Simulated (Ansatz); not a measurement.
**Zone-centre phonons of TiC: input and output**

Method: DFT PBE, scalar-relativistic, plane waves, PAW (Ansatz 0.2.0).

Launched with:
```bash
ansatz run input.yaml --threads 1 --pin off --max-ram 3072MiB --backend cpu --events-out ev --progress --plain --runs-dir out
```

Input (bare energies are in eV):
```yaml
crystal:
  lattice:
    - [0.0, 2.1666605865, 2.1666605865]
    - [2.1666605865, 0.0, 2.1666605865]
    - [2.1666605865, 2.1666605865, 0.0]
  atoms:
    - { symbol: Ti, position: [0.0, 0.0, 0.0] }
    - { symbol: C, position: [0.5, 0.5, 0.5] }
basis:
  ecutwfc: 420
kpoints:
  mp_grid: { grid: [16, 16, 16] }
hamiltonian:
  xc: pbe
scf:
  occupations: { method: fermi_dirac, width: 0.15 }
output:
  eigenvalues: true
phonons:
  method: dfpt
  eigenvectors: true
```

The end of the output:
```
--- Phonons (Γ-DFPT): 2 representative perturbations + reference, on 349 of 4096 k-points (Σ response iterations 6) ---
  k mesh reduced under 8 symmetry operations, with k and −k counted as one. Each operation leaves every solved perturbation unchanged. A smaller set is not used because it would not reduce the number of displacements ...
  ASR residual: 4.656e-4 → 0.000e0 eV/Å²; symmetrization residual: 2.366e-7 eV/Å²
  ASR residual per site (eV/Å²): 4.66e-4 5.50e-5
  Γ frequencies (cm⁻¹): 0.00 0.00 0.00 513.62 513.62 513.62
  non-analytic LO–TO correction: not included (Born effective charges unavailable; polar crystals: no LO–TO splitting at Γ)
```

The run took 24 s on 1 thread of Intel(R) Xeon(R) Platinum 8259CL CPU @ 2.50GHz (Skylake/Cascade Lake), on a shared host, peak memory 0.64 GiB.

In a metal, frequencies and elastic constants depend on the k mesh and the smearing, soft modes and shear constants most.